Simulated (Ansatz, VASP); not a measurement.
Ir in VASP and in Ansatz

The input INCAR:

```
SYSTEM = Ir
ALGO = Normal
EDIFF = 1E-8
ENCUT = 520
GGA = PE
ISIF = 2
ISMEAR = -1
LASPH = .TRUE.
LCHARG = .FALSE.
LEFG = .TRUE.
LREAL = .FALSE.
LWAVE = .FALSE.
NBANDS = 10
NELM = 100
PREC = Accurate
SIGMA = 0.05
```

Contents of KPOINTS:

```
k-points
0
G
  15 15 15
  0 0 0
```

Contents of POSCAR:

```
Ir
1.0
    0.0000000000      1.8805114529      1.8805114529
    1.8805114529      0.0000000000      1.8805114529
    1.8805114529      1.8805114529      0.0000000000
Ir
1
Direct
    0.0000000000      0.0000000000      0.0000000000
```

Input for Ansatz:

```yaml
crystal:
  lattice:
    - [0.0, 1.8805114529, 1.8805114529]
    - [1.8805114529, 0.0, 1.8805114529]
    - [1.8805114529, 1.8805114529, 0.0]
  atoms:
    - { symbol: Ir, position: [0.0, 0.0, 0.0] }
kpoints:
  mp_grid: { grid: [15, 15, 15] }
scf:
  occupations: { method: fermi_dirac, width: 0.05 }
hamiltonian:
  xc: pbe
  pseudopotentials: { kind: paw }
output:
  forces: true
  stress: true
  eigenvalues: true
  efg: { contact_densities: true }
```

Change from the starting cell: volume scaled by 0.94, PAW files.

Alike in both runs: task electric field gradients; functional PBE; k mesh 15 × 15 × 15; occupations fermi-dirac, width 0.05 eV; no spin polarisation.

```csv
,VASP,Ansatz
version,VASP 6.6.1,Ansatz 0.2.0
potentials or method,"VASP PAW PBE potentials, release 64 (Ir)","PAW with Ansatz's default frozen-core files, scalar-relativistic"
plane-wave cutoff (eV),520,420
valence electrons in the cell,9,17
```

|  | VASP | Ansatz | Ansatz less VASP |
| --- | --- | --- | --- |
| pressure (GPa) | 38.2 | 37.2 | -1.02 |
| Vzz of the field gradient on the site that differs most (V/Å²) | 0.0 | 0.0 | 0.00 |

The two sets of potentials don't hold the same shells in valence. Ansatz warned: «gradients_without_spin_orbit».

Caveats: so large a pressure means that the cell lies far from this level's equilibrium, or that cutoff or potentials fall short (VASP). Spin-orbit coupling is left out, which matters for the levels of Ir.
